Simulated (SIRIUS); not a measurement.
AgCl (Chlorargyrite) under changes of volume

One of the cells (20.868 Å³/atom); the others are scaled copies at fixed shape and fractional positions:

```
Ag Cl
1.0
     0.00000    2.75311    2.75311
     2.75311    0.00000    2.75311
     2.75311    2.75311    0.00000
Ag Cl
1 1
Direct
  0.00000 0.00000 0.00000
  0.50000 0.50000 0.50000
```

```yaml
Program: SIRIUS 7.10.0
Functional: PBE
Potentials_or_basis: PseudoDojo 0.4.1 PBE standard (scalar relativistic)
Cutoff: 1127 eV
Density_cutoff: 4507 eV
k_mesh: 8 × 8 × 8
Occupations: fermi-dirac, width 0.05 eV
Spin: no spin polarisation
```

| volume (Å³/atom) | energy over the lowest point (meV/atom) | pressure (GPa) |
| --- | --- | --- |
| 19.231 | ? | ? |
| 19.640 | 44.25 | 6.6 |
| 20.049 | 29.05 | 5.2 |
| 20.868 | 8.88 | 2.7 |
| 21.277 | 3.19 | 1.7 |
| 21.686 | 0.00 | 0.7 |

**Question.** What does the run at 19.231 Å³/atom give?

**Answer.** Energy over the lowest point 63.45 meV/atom; pressure 8.3 GPa.

Worked out: A Birch-Murnaghan fit of order 3 (a polynomial in V^(-2/3)) to the other rows has its minimum at 22.08 Å³/atom, just outside them, with B0 = V·E''(V) = 42 GPa and B' = 5.3. It gives 63.44 meV/atom at 19.231 Å³/atom, against the run's 63.45, and -dE/dV = 8.4 GPa, against 8.3.

Energies are extrapolated to zero smearing.
